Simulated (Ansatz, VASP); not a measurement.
**Al2Co: VASP beside Ansatz**

```
Al Co
1.0
     0.00000    2.86792    2.86792
     2.86792    0.00000    2.86792
     2.86792    2.86792    0.00000
Al Co
2 1
Direct
  0.75000 0.75000 0.75000
  0.50000 0.50000 0.50000
  0.25000 0.25000 0.25000
```

Alike in both runs: functional PBE; k mesh 6 × 6 × 6; occupations gaussian, width 0.1 eV; collinear spin.

Ansatz relaxed the structure, and its values are those at the end. VASP's run is a single point on that final structure, the one shown.

|  | VASP | Ansatz |
| --- | --- | --- |
| version | VASP 6.6.1 | Ansatz 0.2.0 |
| potentials or method | VASP PAW PBE potentials, release 64 (Al, Co) | scalar-relativistic, plane waves, PAW |
| plane-wave cutoff (eV) | 520 | 420 |
| valence electrons in the cell | 15 | 23 |

|  | VASP | Ansatz | Ansatz less VASP |
| --- | --- | --- | --- |
| gap on the k mesh at the Fermi level (eV) | none | none | - |
| pressure (GPa) | 0.4 | 0.4 | -0.02 |
| net moment per atom (μB) | 0.05 | 0.05 | +0.003 |
| size of the moment on the site where the two differ most (μB) | 0.13 | 0.14 | +0.008 |

Site moments also hang on the region over which each program counts them. A gap of «none» marks a metal or a gap that the smearing closes. The two sets of potentials don't hold the same shells in valence. Ansatz warned: «seeded_moment_not_kept».
